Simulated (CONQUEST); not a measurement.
# Ge (P6_3/mmc) in CONQUEST: equation of state

Aim: energy against volume of Ge in PBE, for its equilibrium volume and stiffness.

All numbers are computed with CONQUEST 1.3; they aren't measurements. Logs are shortened: lines on timing, memory, paths and dates and some standing lists are left out, and cuts for length are marked.

## 1. Starting point

Symmetry: P6_3/mmc, No. 194, hexagonal system. Conventional cell: a = 3.998 Å, b = 3.998 Å, c = 6.599 Å, α = 90.00°, β = 90.00°, γ = 120.00°. Ge (site symmetry 3m) has 4 Ge at 2.45 to 2.47 Å as nearest neighbours.

This isn't the form of Ge at room conditions, which is diamond.

## 2. Equation of state, PBE, 21.46 Å³/atom (volume scaled by 0.94)

Input file Conquest_input:

```
IO.Title Ge
IO.Coordinates coords.dat
IO.FractionalAtomicCoords T
IO.Iprint 2
IO.Iprint_init 1
General.NumberOfSpecies 1
General.PseudopotentialType hamann
AtomMove.TypeOfRun static
AtomMove.FullStress T
Grid.PointsAlongX 40
Grid.PointsAlongY 64
Grid.PointsAlongZ 72
DM.SolutionMethod diagon
Diag.MPMesh T
Diag.GammaCentred T
Diag.MPMeshX 7
Diag.MPMeshY 4
Diag.MPMeshZ 4
Diag.kT 0.00183747
minE.SCTolerance 1e-6
SC.MaxIters 100
IO.AtomChargeOutput T
%block ChemicalSpeciesLabel
1 72.610 Ge
%endblock
```

Input file coords.dat:

```
    7.4001288784     0.0000000000     0.0000000000
    0.0000000000    12.2164349348     0.0000000000
    0.0000000000     0.0000000000    12.8173992006
8
  0.0000000000   0.9370987500   0.6666666670 1 T T T
  0.5000000000   0.9370987500   0.1666666670 1 T T T
  0.0000000000   0.4370987500   0.3333333330 1 T T T
  0.5000000000   0.4370987500   0.8333333330 1 T T T
  0.0000000000   0.5629012500   0.6666666670 1 T T T
  0.5000000000   0.5629012500   0.1666666670 1 T T T
  0.0000000000   0.0629012500   0.3333333330 1 T T T
  0.5000000000   0.0629012500   0.8333333330 1 T T T
```

Potentials or basis: PseudoDojo NC PBE, DZP, grid of 40 × 64 × 72 points.

On the command line:

```sh
$ OMP_NUM_THREADS=1 Conquest
```

What it wrote:

```text
Simulation cell dimensions:     7.4001 a0 x    12.2164 a0 x    12.8174 a0

      Atomic coordinates (a0)
         Atom         X         Y         Z  Species
            1    0.0000   11.4480    8.5449        1
            2    3.7001   11.4480    2.1362        1
            3    0.0000    5.3398    4.2725        1
            4    3.7001    5.3398   10.6812        1
            5    0.0000    6.8766    8.5449        1
            6    3.7001    6.8766    2.1362        1
            7    0.0000    0.7684    4.2725        1
            8    3.7001    0.7684   10.6812        1

         Monkhorst-Pack mesh:   7 x   4 x   4 gamma-centred
        This calculation includes non-local pseudopotentials,
         with a maximum core radius of      7.09479220

    Job title: Ge
    Job to be run: static calculation

    Ground state search:
      Support functions represented with PAO basis
      1:1 PAO to SF mapping
      Non-spin-polarised electrons
      Solving for the K matrix using diagonalisation
      Using Fermi-Dirac smearing

    Integration grid size:     40 x   64 x   72

    Integration grid spacing:  0.185 a0 x 0.191 a0 x 0.178 a0

    Number of species:  1
    --------------------------------------------------------
    |   #  mass (au)  Charge (e)  SF Rad (a0)  NSF  Label  |
    --------------------------------------------------------
    |   1     72.610      14.000        7.444   18  Ge     |
    --------------------------------------------------------
          SCF tolerance:                 0.00000100
          SCF iterations:               100

    The functional used will be GGA PBE96

           radial cut-off to be used is taken to be max PAO cut-off radius for this species:    7.094792

           greatest ang. mom. for making density from PAOs:  2
    Minimum blocs/proc is     2880. Maximum blocs/proc is     2880
    set_atom_dens: In set_atomic_density, electrons :     112.000000000000
 matrix_size & matrix_size_padH =          144         144

    Screened ion int: energy:    -560.249082231431 Ha

    new_SC_potl: Starting.  Tolerance:  0.10000E-05

    PulayMixSC: Starting Pulay mixing, A_up =  0.500 A_dn =  0.500
    PulayMixSC: Spin non-polarised calculation.
          Harris-Foulkes Energy            :      -714.456685461653478 Ha
          GroundState Energy (E-(1/2)TS)   :      -714.456721669701324 Ha
          Free Energy (E-TS)               :      -714.456757877749169 Ha
          DFT Total Energy                 :      -714.435644698418173 Ha
          Total number of electrons        :       111.999999999991033
    PulayMixSC: Pulay iteration     1 residual:              0.11825E-02
          Harris-Foulkes Energy            :      -714.442313307617155 Ha
          GroundState Energy (E-(1/2)TS)   :      -714.442350788353906 Ha
          Free Energy (E-TS)               :      -714.442388269090543 Ha
          DFT Total Energy                 :      -714.438957077884083 Ha
          Total number of electrons        :       112.000051098040075
    PulayMixSC: Pulay iteration     2 residual:              0.51369E-03
          Harris-Foulkes Energy            :      -714.439524692511668 Ha
          GroundState Energy (E-(1/2)TS)   :      -714.439563530367423 Ha
          Free Energy (E-TS)               :      -714.439602368223177 Ha
          DFT Total Energy                 :      -714.439510435537954 Ha
          Total number of electrons        :       112.000091727628003
    PulayMixSC: Pulay iteration     3 residual:              0.57985E-04
          Harris-Foulkes Energy            :      -714.439516778087750 Ha
          GroundState Energy (E-(1/2)TS)   :      -714.439555880880562 Ha
          Free Energy (E-TS)               :      -714.439594983673373 Ha
          DFT Total Energy                 :      -714.439516224154659 Ha
          Total number of electrons        :       112.000096419115252
    PulayMixSC: Pulay iteration     4 residual:              0.55625E-05
          Harris-Foulkes Energy            :      -714.439516867148768 Ha
          GroundState Energy (E-(1/2)TS)   :      -714.439555911878188 Ha
          Free Energy (E-TS)               :      -714.439594956607493 Ha
          DFT Total Energy                 :      -714.439516862103233 Ha
          Total number of electrons        :       112.000095509804154
    PulayMixSC: Pulay iteration     5 residual:              0.71099E-06
    PulayMixSC: Reached SCF tolerance of  0.71099E-06 after      5 iterations
      | Number of electrons      =       112.000096
      |* band energy as 2Tr[K.H] =       -97.564991050415614 Ha
      |  screened ion-ion energy =      -560.249082231431089 Ha
      |  Ha correction           =         1.436280767980711 Ha
      |  XC correction           =       -58.061724468137903 Ha
      | GS Energy as E-(1/2)TS   =      -714.439555911878188 Ha
      | Free Energy as E-TS      =      -714.439594956607493 Ha
      |* Harris-Foulkes energy   =      -714.439516867148768 Ha
      |* DFT total energy        =      -714.439516862103233 Ha
      |  estimated accuracy      =        -0.000000005045536 Ha

    force: Forces on atoms (Ha/a0)
    force:  Atom   X              Y              Z
    force:     1  -0.0000000000  -0.0011576830  -0.0001275819
    force:     2  -0.0000000000  -0.0011576830  -0.0001275819
    force:     3  -0.0000000000  -0.0011576830   0.0001275819
    force:     4  -0.0000000000  -0.0011576830   0.0001275819
    force:     5  -0.0000000000   0.0011576830  -0.0001275819
    force:     6  -0.0000000000   0.0011576830  -0.0001275819
    force:     7  -0.0000000000   0.0011576830   0.0001275819
    force:     8  -0.0000000000   0.0011576830   0.0001275819

    force: Maximum force :        0.00115768(Ha/a0) on atom         6 in y direction
    force: Force Residual:        0.00116469 Ha/a0
    force: Total stress:         -9.02842029     0.00000000     0.00000000 GPa
                             0.00000000    -8.59166948     0.00000000
                             0.00000000     0.00000000    -8.86512567
    force: Average pressure:      8.82840515 GPa

    force: Finished force
    get_E_and_F: Change in energy during last step of electronic optimisation: -0.89061E-07

    BIBLIOGRAPHY: Please consider citing the following references in the conquest.bib file

    CONQUEST:         Bowler2002pt, Miyazaki2004, Nakata2020
    Basis:            Bowler2019
    DM:               Bowler:2006xr
    Pseudopotentials: Hamann2013, Bowler2019
    XC functional:    Perdew1996
```

Run time: 84 s. Hardware: 1 thread of Intel Xeon Platinum 8488C (Sapphire Rapids), shared host; peak memory 1.5 GiB.

Results:

```yaml
Free_energy: -19440.8918 eV
Pressure: 8.8 GPa
Largest_force: 0.060 eV/Å
Band_gap_on_the_k_mesh: none (metal or under the smearing width)
```

Caveat: the basis of atomic orbitals isn't converged, which shifts pressures, moduli and gaps.

## 3. Equation of state, PBE, 21.92 Å³/atom (volume scaled by 0.96)

Conquest_input is that of step 2.

coords.dat: that of step 2 with these lines changed.

```diff
@@ -1,4 +1,4 @@
-    7.4001288784     0.0000000000     0.0000000000
-    0.0000000000    12.2164349348     0.0000000000
-    0.0000000000     0.0000000000    12.8173992006
+    7.4522441792     0.0000000000     0.0000000000
+    0.0000000000    12.3024690012     0.0000000000
+    0.0000000000     0.0000000000    12.9076655492
 8
```

Potentials or basis: PseudoDojo NC PBE, DZP, grid of 40 × 64 × 72 points.

On the command line:

```sh
$ OMP_NUM_THREADS=1 Conquest
```

Wall time 71 s (1 thread of Intel Xeon Platinum 8488C (Sapphire Rapids), shared host); peak memory 1.4 GiB.

It converged, with:

- Free energy: -19441.0697 eV
- Pressure: 6.8 GPa
- Largest force: 0.047 eV/Å
- Band gap on the k mesh: none (metal or under the smearing width)

Caveat: the basis of atomic orbitals isn't converged, which shifts pressures, moduli and gaps.

## 4. Equation of state, PBE, 22.38 Å³/atom (volume scaled by 0.98)

Conquest_input is that of step 3.

coords.dat: that of step 3 with these lines changed.

```diff
@@ -1,4 +1,4 @@
-    7.4522441792     0.0000000000     0.0000000000
-    0.0000000000    12.3024690012     0.0000000000
-    0.0000000000     0.0000000000    12.9076655492
+    7.5036405907     0.0000000000     0.0000000000
+    0.0000000000    12.3873162964     0.0000000000
+    0.0000000000     0.0000000000    12.9966867454
 8
```

On the command line:

```sh
$ OMP_NUM_THREADS=1 Conquest
```

Wall time 71 s (1 thread of Intel Xeon Platinum 8488C (Sapphire Rapids), shared host); peak memory 1.4 GiB.

It converged, with:

* Free energy: -19441.2020 eV
* Pressure: 4.9 GPa
* Largest force: 0.040 eV/Å
* Band gap on the k mesh: none (metal or under the smearing width)

Caveat: the basis of atomic orbitals isn't converged, which shifts pressures, moduli and gaps.

## 5. Equation of state, PBE, 22.83 Å³/atom

Conquest_input is that of step 4.

coords.dat: that of step 4 with these lines changed.

```diff
@@ -1,4 +1,4 @@
-    7.5036405907     0.0000000000     0.0000000000
-    0.0000000000    12.3873162964     0.0000000000
-    0.0000000000     0.0000000000    12.9966867454
+    7.5543424030     0.0000000000     0.0000000000
+    0.0000000000    12.4710169184     0.0000000000
+    0.0000000000     0.0000000000    13.0845048603
 8
```

On the command line:

```sh
$ OMP_NUM_THREADS=1 Conquest
```

It took 71 s on 1 thread of Intel Xeon Platinum 8488C (Sapphire Rapids), shared host; peak memory 1.4 GiB.

The run converged. Its results:

* Free energy: -19441.2969 eV
* Pressure: 3.5 GPa
* Largest force: 0.040 eV/Å
* Band gap on the k mesh: 0.11 eV

Caveat: an odd mesh through Γ misses points on the zone boundary, where band edges often lie; the basis of atomic orbitals isn't converged, which shifts pressures, moduli and gaps.

## 6. Equation of state, PBE, 23.29 Å³/atom (volume scaled by 1.02)

Conquest_input is that of step 5.

coords.dat: that of step 5 with these lines changed.

```diff
@@ -1,4 +1,4 @@
-    7.5543424030     0.0000000000     0.0000000000
-    0.0000000000    12.4710169184     0.0000000000
-    0.0000000000     0.0000000000    13.0845048603
+    7.6043726186     0.0000000000     0.0000000000
+    0.0000000000    12.5536088413     0.0000000000
+    0.0000000000     0.0000000000    13.1711597357
 8
```

Potentials or basis: PseudoDojo NC PBE, DZP, grid of 40 × 64 × 72 points.

On the command line:

```sh
$ OMP_NUM_THREADS=1 Conquest
```

Run time: 70 s. Hardware: 1 thread of Intel Xeon Platinum 8488C (Sapphire Rapids), shared host; peak memory 1.4 GiB.

Results (log left out):

```yaml
Free_energy: -19441.3585 eV
Pressure: 2.0 GPa
Largest_force: 0.027 eV/Å
Band_gap_on_the_k_mesh: 0.20 eV
```

Caveat: an odd mesh through Γ misses points on the zone boundary, where band edges often lie; the basis of atomic orbitals isn't converged, which shifts pressures, moduli and gaps.

## 7. Equation of state, PBE, 23.75 Å³/atom (volume scaled by 1.04)

Conquest_input is that of step 6.

coords.dat: that of step 6 with these lines changed.

```diff
@@ -1,4 +1,4 @@
-    7.6043726186     0.0000000000     0.0000000000
-    0.0000000000    12.5536088413     0.0000000000
-    0.0000000000     0.0000000000    13.1711597357
+    7.6537530452     0.0000000000     0.0000000000
+    0.0000000000    12.6351280661     0.0000000000
+    0.0000000000     0.0000000000    13.2566891436
 8
```

On the command line:

```sh
$ OMP_NUM_THREADS=1 Conquest
```

Run time: 67 s. Hardware: 1 thread of Intel Xeon Platinum 8488C (Sapphire Rapids), shared host; peak memory 1.3 GiB.

It converged, with:

```
Free energy            : -19441.3881 eV
Pressure               : 0.7 GPa
Largest force          : 0.019 eV/Å
Band gap on the k mesh : 0.15 eV
```

Caveat: an odd mesh through Γ misses points on the zone boundary, where band edges often lie; the basis of atomic orbitals isn't converged, which shifts pressures, moduli and gaps.

## 8. Equation of state, PBE, 24.20 Å³/atom (volume scaled by 1.06)

Conquest_input is that of step 7.

coords.dat: that of step 7 with these lines changed.

```diff
@@ -1,4 +1,4 @@
-    7.6537530452     0.0000000000     0.0000000000
-    0.0000000000    12.6351280661     0.0000000000
-    0.0000000000     0.0000000000    13.2566891436
+    7.7025043791     0.0000000000     0.0000000000
+    0.0000000000    12.7156087586     0.0000000000
+    0.0000000000     0.0000000000    13.3411289306
 8
```

On the command line:

```sh
$ OMP_NUM_THREADS=1 Conquest
```

Run time: 66 s. Hardware: 1 thread of Intel Xeon Platinum 8488C (Sapphire Rapids), shared host; peak memory 1.3 GiB.

The run converged. Its results:

- Free energy: -19441.3861 eV
- Pressure: -0.7 GPa
- Largest force: 0.011 eV/Å
- Band gap on the k mesh: 0.10 eV

Caveat: an odd mesh through Γ misses points on the zone boundary, where band edges often lie; the basis of atomic orbitals isn't converged, which shifts pressures, moduli and gaps.

## 9. Equation of state, PBE

Potentials or basis: PseudoDojo NC PBE, DZP, grid of 40 × 64 × 72 points.

This step only gathers the single runs of the series.

What came out:

| Property | Result |
| --- | --- |
| Equilibrium volume | 23.97 Å³/atom |
| Bulk modulus at fixed shape and positions | 64 GPa |
| Pressure derivative of the bulk modulus | 3.9 (rough: it moves with the points fitted) |

Energy against volume, from the lowest point:
| volume (Å³/atom) | energy (meV/atom) |
| --- | --- |
| 21.463 | 62.04 |
| 21.920 | 39.80 |
| 22.377 | 23.26 |
| 22.833 | 11.40 |
| 23.290 | 3.69 |
| 23.747 | 0.00 |
| 24.203 | 0.25 |

Caveat: the DZP basis gives volumes some 2 % larger than converged bases do, and moduli off by several per cent; the cell was scaled at fixed shape and fractional positions, which overstates the stiffness of a crystal with free parameters, most of all of layers and chains; the basis of atomic orbitals isn't converged, which shifts pressures, moduli and gaps.
